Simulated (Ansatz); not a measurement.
# AlAs (F-43m): equation of state with a fit from a Python script

The task is an equation of state with a fit, for AlAs (F-43m).

All numbers are computed with the Python package of Ansatz 0.2.0. Level of theory: DFT r2SCAN, plane waves, PAW.

## Step 1: The structure

Symmetry: F-43m, No. 216, cubic system. The conventional cell has a = 5.661 Å, b = 5.661 Å, c = 5.661 Å, α = 90.00°, β = 90.00°, γ = 90.00°. Al (site symmetry -43m) is surrounded by 4 As at 2.45 Å. Around As (site symmetry -43m) lie 4 Al at 2.45 Å.

No structure file is read: the coordinates are typed or built in the script.

## Step 2: Script

alas_eos.py

```python
"""Energy against volume for AlAs, with a fit."""

import ansatz as az
import numpy as np
from scipy.optimize import curve_fit

params = {
    "functional": "r2SCAN",
    "occupations": "fixed",
    "kmesh": (6, 6, 6),
}

vectors0 = np.array([
    [0.0, 2.8304, 2.8304],
    [2.8304, 0.0, 2.8304],
    [2.8304, 2.8304, 0.0],
])
sites = [
    ("Al", (0.0, 0.0, 0.0)),
    ("As", (0.25, 0.25, 0.25)),
]


def on_lattice(cell):
    crystal = az.Crystal(lattice=az.Lattice.of(cell))
    for symbol, position in sites:
        crystal = crystal.atom(symbol, position)
    return crystal

def vinet(v, e0, v0, b0, b1):
    eta = (v / v0) ** (1 / 3)
    return e0 + 2 * b0 * v0 / (b1 - 1) ** 2 * (2 - (5 + 3 * b1 * (eta - 1) - 3 * eta) * np.exp(-1.5 * (b1 - 1) * (eta - 1)))

# uniform scaling of the cell
volumes, energies = [], []
for scale in np.linspace(0.95, 1.07, 5):
    cell = vectors0 * scale ** (1 / 3)
    setup = on_lattice(cell).calculation()
    setup = setup.functional(params["functional"])
    setup = setup.basis(23 * az.Ha)
    setup = setup.occupations(params["occupations"]).kpoints(*params["kmesh"])
    r = setup.run(threads=1).report
    volumes.append(abs(np.linalg.det(cell)) / len(sites))
    energies.append(r["free_energy_ev"] / len(sites))
    print(f"V = {volumes[-1]:8.4f} A^3/atom  F = {energies[-1]:.5f} eV/atom")

guess = (min(energies), volumes[int(np.argmin(energies))], 0.5, 4.5)
(e0, v0, b0, b1), _ = curve_fit(vinet, np.array(volumes), np.array(energies), p0=guess, maxfev=20000)
print(f"Vinet fit: V0 = {v0:.4f} A^3/atom, B0 = {160.21766 * b0:.1f} GPa, B1 = {b1:.2f}")
print("largest residual", round(1000 * float(np.abs(vinet(np.array(volumes), e0, v0, b0, b1) - energies).max()), 3), "meV/atom")
```

## Step 3: The run

Command:

```console
$ python alas_eos.py
```

The log of the run:

```text
V =  21.5411 A^3/atom  F = -2703.09709 eV/atom
V =  22.2213 A^3/atom  F = -2703.11309 eV/atom
V =  22.9015 A^3/atom  F = -2703.11789 eV/atom
V =  23.5818 A^3/atom  F = -2703.11312 eV/atom
V =  24.2620 A^3/atom  F = -2703.10015 eV/atom
Vinet fit: V0 = 22.8854 A^3/atom, B0 = 76.0 GPa, B1 = 4.21
largest residual 0.0 meV/atom
```

Run time: 17 s. Hardware: 1 thread of Arm Neoverse V2, shared host; peak memory 0.54 GiB.

## Step 4: What each run gave

The 5 runs, in the order started:

```csv
run,volume (Å³/atom),energy from run 3 (meV/atom),gap on the mesh (eV),SCF cycles,CPU time (s)
1,21.541,20.80,1.72,6,3.2
2,22.221,4.81,1.77,6,3
3,22.902,0.00,1.81,6,3
4,23.582,4.77,1.86,6,3.1
5,24.262,17.74,1.89,6,3
```

## Step 5: Summary of results

```
                      quantity           value
                 runs compared               5
               range of energy  20.80 meV/atom
lowest point, volume (Å³/atom)          22.902
      equilibrium volume (fit)   22.89 Å³/atom
            bulk modulus (fit)          76 GPa
```

In words: A third-order Birch-Murnaghan fit through the 5 points (the script's own form differs a little) has its minimum at 22.89 Å³ an atom, 0.9 % above the typed cell, with a bulk modulus of 76 GPa and dB/dP = 4.2. From that minimum the energy rises by 20.8 meV an atom on the compressed side and 17.7 meV on the expanded side.
